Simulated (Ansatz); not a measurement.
The system is SnO.

```xyz
2
Lattice="3.1319 0.0000 0.0000 0.0000 3.1319 0.0000 0.0000 0.0000 3.1319" Properties=species:S:1:pos:R:3 pbc="T T T"
Sn    0.0000    0.0000    0.0000
O     1.5660    1.5660    1.5660
```

The cell was built by a generator and needn't be a form met in nature.

Base run:

- Program: Ansatz 0.2.0
- Functional: HSE06 form with a typed share of exact exchange
- Potentials or basis: Ansatz PAW
- Cutoff: 420 eV
- Density cutoff: 1680 eV
- k mesh: 5 × 5 × 5
- Occupations: fermi-dirac, width 0.05 eV
- Spin: no spin polarisation

Its results: band gap on the k mesh 2.09 eV, indirect (least direct gap 2.57 eV).

Problem. The run is repeated on the same cell with these changes: screening (1/å) from 0.15 to 0.1. What comes out?

Solution. Band gap on the k mesh 2.23 eV, indirect (least direct gap 2.71 eV).

Caveats: odd divisions of the mesh miss points on the zone boundary, where band edges often lie, so the gap on the mesh can be too wide; spin-orbit coupling is left out, which moves the levels of the heavy elements.

A k mesh can miss the band edges.

Not every run made on this cell is shown here.
